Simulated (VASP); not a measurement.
Crystal: Ge.

```
CELL_PARAMETERS angstrom
3.99759 0.00000 0.00000
-1.99879 3.46201 0.00000
0.00000 0.00000 6.59938
ATOMIC_POSITIONS crystal
Ge 0.33333 0.66667 0.93710
Ge 0.66667 0.33333 0.43710
Ge 0.33333 0.66667 0.56290
Ge 0.66667 0.33333 0.06290
```

This isn't the form of Ge at room conditions, which is diamond.

| Quantity | Value |
| --- | --- |
| Program | VASP 6.6.1 |
| Task | relaxation of cell and atoms |
| Functional | rev-vdW-DF2 |
| Potentials or basis | VASP PAW PBE potentials, release 64 (Ge_d) |
| Cutoff | 600 eV |
| k mesh | 6 × 6 × 3 |
| Occupations | fermi-dirac, width 0.05 eV |
| Spin | no spin polarisation |

At the start: pressure 1.8 GPa; volume 22.83 Å³/atom.

Question: Where does the relaxation end?

Answer: Over 3 steps the energy falls by 3.7 meV/atom and the volume is 23.49 Å³/atom (+2.9 %); space group P6_3/mmc (No. 194, to 0.05 Å).

The path:
| step | energy change (eV) | largest force (eV/Å) | pressure (GPa) | volume (Å³) |
| --- | --- | --- | --- | --- |
| 1 | 0.0000 | 0.0360 | 1.81 | 91.33 |
| 2 | -0.0133 | 0.0389 | -0.52 | 94.79 |
| 3 | -0.0148 | 0.0192 | 0.00 | 93.95 |

Final structure:
```cif
data_structure
_symmetry_space_group_name_H-M 'P 1'
_symmetry_Int_Tables_number 1
_cell_length_a 4.0377
_cell_length_b 4.0377
_cell_length_c 6.6542
_cell_angle_alpha 90.000
_cell_angle_beta 90.000
_cell_angle_gamma 120.000
_cell_volume 93.95
loop_
_atom_site_label
_atom_site_type_symbol
_atom_site_fract_x
_atom_site_fract_y
_atom_site_fract_z
_atom_site_occupancy
Ge1 Ge 0.33333 0.66667 0.93690 1
Ge2 Ge 0.66667 0.33333 0.43690 1
Ge3 Ge 0.33333 0.66667 0.56310 1
Ge4 Ge 0.66667 0.33333 0.06310 1
```

Caveat: the PAW data sets were made with another functional, which shifts forces and pressure a little.
